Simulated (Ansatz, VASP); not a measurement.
# Cross-check of InB26P26S (S_P-In_B) between VASP and Ansatz, part 2 of 2

Aim: how closely do two programs agree when they are given the same cell, functional and k mesh? Of the first pair: The structure shown is the start of the Ansatz relaxation below; VASP solves that cell, so the two are compared at the walk's first step.

VASP 6.6.1 and Ansatz 0.2.0.

So far. Step 3 (VASP: single point, r2SCAN, start cell, pair 1): The run ends at a pressure of 13.11 GPa, with forces up to 17 eV/Å.

## Step 5: Ansatz: relaxation, r2SCAN

This run makes the geometry at which the two programs are then compared.

The structure compared here is the end of the Ansatz relaxation.

This is the run of step 2 again, met here at its other cell.

## Step 6: VASP: single point, r2SCAN, relaxed atoms in a fixed cell, pair 2

The same cell, functional and mesh now go to VASP, with its own data sets.

Input file INCAR:

```
SYSTEM = InB26P26S
PREC = Accurate
ENCUT = 460
EDIFF = 1E-06
NELM = 120
ISMEAR = 0
SIGMA = 0.01
LREAL = Auto
ALGO = Normal
METAGGA = R2SCAN
LASPH = .TRUE.
NELECT = 228
NBANDS = 152
LORBIT = 11
LWAVE = .FALSE.
LCHARG = .FALSE.
ISIF = 2
ISYM = 0
GGA_COMPAT = .FALSE.
EFERMI = MIDGAP
LMIXTAU = .TRUE.
KPAR = 4
```

Input file POSCAR:

```
InB26P26S
1.0
    0.0000000000      6.8045562300      6.8045562300
    6.8045562300      0.0000000000      6.8045562300
    6.8045562300      6.8045562300      0.0000000000
B P S In
26 26 1 1
Direct
    0.9983649275      0.0010310606      0.0012943952
    0.9986723039      0.0010368932      0.3337654217
    0.9929582282      0.0063027581      0.6678646754
    0.9986723039      0.3335020871      0.0013002278
    0.9989132979      0.3337430811      0.3340064157
    0.9992029485      0.3340327317      0.6682355314
    0.9929582282      0.6676013408      0.0065660927
    0.9992029485      0.6679721968      0.3342960663
    0.9892806470      0.6696206845      0.6698840191
    0.3320501962      0.0002821444      0.0005454790
    0.3327715576      0.0063027581      0.3280513460
    0.3324412767      0.0057599523      0.6675343945
    0.3327715576      0.3277880114      0.0065660927
    0.3331424136      0.3340327317      0.3342960663
    0.3347909013      0.3241104302      0.6698840191
    0.3324412767      0.6672710599      0.0060232869
    0.3347909013      0.6696206845      0.3243737648
    0.6656974568      0.0005272400      0.0007905746
    0.6662012774      0.0010310606      0.3334580453
    0.6654523612      0.0002821444      0.6671433140
    0.6662012774      0.3331947107      0.0012943952
    0.6662071100      0.3335020871      0.3337654217
    0.6714729749      0.3277880114      0.6678646754
    0.6654523612      0.6668799794      0.0005454790
    0.6714729749      0.6676013408      0.3280513460
    0.6709301691      0.6672710599      0.6675343945
    0.2499343560      0.2494503507      0.2497136853
    0.2493932497      0.2499108104      0.5844863675
    0.2479409816      0.2506263277      0.9182862411
    0.2493932497      0.5842230329      0.2501741450
    0.2339356208      0.5687654040      0.9599590405
    0.2479409816      0.9180229065      0.2508896623
    0.2339356208      0.9596957059      0.5690287386
    0.2480543353      0.9171119515      0.9173752861
    0.5829762728      0.2501495244      0.2504128590
    0.5831931233      0.2506263277      0.5830340994
    0.5824300240      0.2504119968      0.9175231418
    0.5831931233      0.5827707648      0.2508896623
    0.6248659227      0.5687654040      0.5690287386
    0.5822821683      0.5828841185      0.9173752861
    0.5824300240      0.9172598072      0.2506753314
    0.5822821683      0.9171119515      0.5831474531
    0.5820722866      0.9169020698      0.9171654044
    0.9154587259      0.2502885091      0.2505518437
    0.9146205675      0.2494503507      0.5850274738
    0.9153197412      0.2501495244      0.9180693906
    0.9146205675      0.5847641392      0.2497136853
    0.9150810272      0.5842230329      0.5844863675
    0.9157965445      0.5827707648      0.9182862411
    0.9153197412      0.9178060560      0.2504128590
    0.9157965445      0.9180229065      0.5830340994
    0.9155822136      0.9172598072      0.9175231418
    0.2342621979      0.5690919811      0.5693553157
    0.3331802566      0.6680100398      0.6682733744
```

Input file KPOINTS:

```
Points of the shifted mesh
8
Reciprocal
 0.2500000000  0.2500000000  0.2500000000 1
 0.2500000000  0.2500000000  0.7500000000 1
 0.2500000000  0.7500000000  0.2500000000 1
 0.2500000000  0.7500000000  0.7500000000 1
 0.7500000000  0.2500000000  0.2500000000 1
 0.7500000000  0.2500000000  0.7500000000 1
 0.7500000000  0.7500000000  0.2500000000 1
 0.7500000000  0.7500000000  0.7500000000 1
```

Potentials, in the order of the species: B, P, S and In_d (PBE family, release 64).

The run is started by

```sh
> mpirun -np 8 vasp_std
```

The log of the run:

```text
[banner, memory and clock lines left out]
running    8 mpi-ranks, on    1 nodes
[...]
[... a notice as in an earlier step ...]

 [... a notice as in an earlier step ...]

 LDA part: xc-table for (None), standard interpolation
 POSCAR, INCAR and KPOINTS ok, starting setup
[...]
entering main loop
       N       E                     dE             d eps       ncg     rms          rms(c)
DAV:   1     0.861249030779E+03    0.86125E+03   -0.95473E+04  2432   0.130E+03
DAV:   2    -0.378177216336E+03   -0.12394E+04   -0.11501E+04  2800   0.268E+02
DAV:   3    -0.513208012701E+03   -0.13503E+03   -0.13114E+03  3000   0.940E+01
DAV:   4    -0.519521315342E+03   -0.63133E+01   -0.62596E+01  3232   0.214E+01
DAV:   5    -0.519743027375E+03   -0.22171E+00   -0.22100E+00  3504   0.383E+00BRMIX: very serious problems
 the old and the new charge density differ
 old charge density:   227.00000 new  228.00000
BRMIX: very serious problems
 the old and the new charge density differ
 old charge density:   227.00000 new  228.00000
BRMIX: very serious problems
 the old and the new charge density differ
 old charge density:   227.00000 new  228.00000
BRMIX: very serious problems
 the old and the new charge density differ
 old charge density:   227.00000 new  228.00000
    0.444E+01
DAV:   6    -0.487663414183E+03    0.32080E+02   -0.28630E+01  3440   0.238E+01    0.262E+01
DAV:   7    -0.457992401409E+03    0.29671E+02   -0.88701E+00  3080   0.744E+00    0.681E+00
DAV:   8    -0.464414765414E+03   -0.64224E+01   -0.11229E+01  2648   0.877E+00    0.307E+00
DAV:   9    -0.465917652961E+03   -0.15029E+01   -0.14698E+00  2728   0.412E+00    0.208E+00
[...]
DAV:  20    -0.465929020023E+03    0.29514E-05   -0.62000E-07  1568   0.397E-03    0.201E-02
DAV:  21    -0.465929023044E+03   -0.30210E-05   -0.57860E-06  2592   0.923E-03    0.678E-03
DAV:  22    -0.465929023943E+03   -0.89933E-06   -0.52182E-07  1440   0.289E-03
   1 F= -.46592902E+03 E0= -.46592902E+03  d E =-.504975E-45
```

Parts of OUTCAR (step 6):

```text
  Total       33.0745373     33.0863595     33.0846054     -7.1041069     -7.1025392     -7.1053167
  in kB       84.0959232     84.1259825     84.1215225    -18.0630320    -18.0590460    -18.0661081
  external PRESSURE =      84.1144760 kB  Pullay stress =       0.0000000 kB

 POSITION                                       TOTAL-FORCE (eV/Angst)
 -----------------------------------------------------------------------------------
      0.01582      6.80224      6.80045         0.001299     -0.000947     -0.000959
      2.27818      9.06665      6.80258        -0.000569      0.000709     -0.000100
      4.58741     11.30116      6.79953         0.003021     -0.000443      0.006385
      2.27818      6.80437      9.06486        -0.000652      0.000143      0.000008
      4.54374      9.06993      9.06814         0.001187      0.001982      0.001713
      6.81999     11.34618      9.07208         0.000016      0.000256      0.007999
      4.58741      6.80132     11.29937         0.002691      0.006773     -0.000426
      6.81999      9.07387     11.34439         0.000029      0.008028     -0.000146
      9.11474     11.28988     11.28809         0.023178     -0.019982     -0.020065
      0.00563      2.26317      2.26137         0.000535      0.000370      0.000113
      2.27513      4.49661      2.30725         0.006891     -0.000798      0.000962
      4.58147      6.80439      2.30131         0.003525     -0.003600      0.001060
      2.27513      2.30904      4.49481         0.007019      0.001243     -0.001054
      4.54768      4.54162      4.53983         0.006758     -0.000140     -0.000335
[...]
-----------------------------------------------------------------------------------
    total drift:                               -0.006565     -0.006941      0.003309

  FREE ENERGIE OF THE ION-ELECTRON SYSTEM (eV)
  ---------------------------------------------------
  free  energy   TOTEN  =      -465.9290239432 eV

  energy  without entropy=     -465.9290239432  energy(sigma->0) =     -465.92902394

[... 1 part as in an earlier step ...]

[... 1 further part left out ...]
```

The run ends at a pressure of 8.41 GPa, with forces up to 0.037 eV/Å.

## Step 7: Comparison

Compared:

```csv
quantity,Ansatz,VASP,difference
gap on the k mesh (eV),0.200,0.199,0.000
```

The largest component of a force difference here is 25 meV/Å. A gap on the mesh is an upper bound, since the band edges may lie between its points. The cell carries a charge of -1 e against a uniform background, so its pressure also hangs on how the neutralising background is counted, and in a defect's cell a gap may be the spacing between its levels.

## Step 8: Outcome

```json
{
  "r.m.s. force difference (single point, r2SCAN, start cell, pair 1)": "1.0 % of the r.m.s. force",
  "difference in gap on the k mesh (single point, r2SCAN, relaxed atoms in a fixed cell, pair 2)": "4.6e-4 eV",
  "r.m.s. force difference (single point, r2SCAN, relaxed atoms in a fixed cell, pair 2)": "7.5 meV/Å"
}
```

What this shows: The r.m.s. force difference is 7.5 meV/Å (single point, r2SCAN, relaxed atoms in a fixed cell, pair 2), within the 12 meV/Å picked in this series as the mark of a large difference. How closely two codes agree says nothing of how well the functional describes the real material.

[Lines on the potential files, build, host, timing and source positions are cut from VASP's logs without a mark.]

[Logs are printed without paths, hosts, clocks, repeated set-up lines and the standing remarks that a program may print on its own settings, such as how far it seeks lower states.]

[Hosts, paths, dates, database ids (printed as entryN), source tags and the programs' standing remarks are cut or masked in the printed files.]
